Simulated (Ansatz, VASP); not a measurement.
# Two plane-wave programs on La

```
CELL_PARAMETERS angstrom
3.79935 0.00000 0.00000
-1.89967 3.29033 0.00000
0.00000 0.00000 6.14988
ATOMIC_POSITIONS crystal
La 0.66667 0.33333 0.75000
La 0.33333 0.66667 0.25000
```

Change from the starting cell: volume scaled by 1.04.

Alike in both runs: task single point; functional PBE; k mesh 8 × 8 × 5; occupations fermi-dirac, width 0.05 eV; no spin polarisation.

|  | VASP | Ansatz |
| --- | --- | --- |
| version | VASP 6.6.1 | Ansatz 0.2.0 |
| potentials or method | VASP PAW PBE potentials, release 64 (La) | Ansatz PAW |
| plane-wave cutoff (eV) | 520 | 420 |
| valence electrons in the cell | 22 | 22 |

|  | VASP | Ansatz | Ansatz less VASP |
| --- | --- | --- | --- |
| gap on the k mesh at the Fermi level (eV) | none | none | - |
| pressure (GPa) | -0.3 | -0.4 | -0.07 |
| largest component of the traceless stress (GPa) | 0.29 | 0.29 | +0.005 |

A gap of «none» marks a metal or a gap that the smearing closes.

Spin-orbit coupling is left out, which matters for the levels of La.
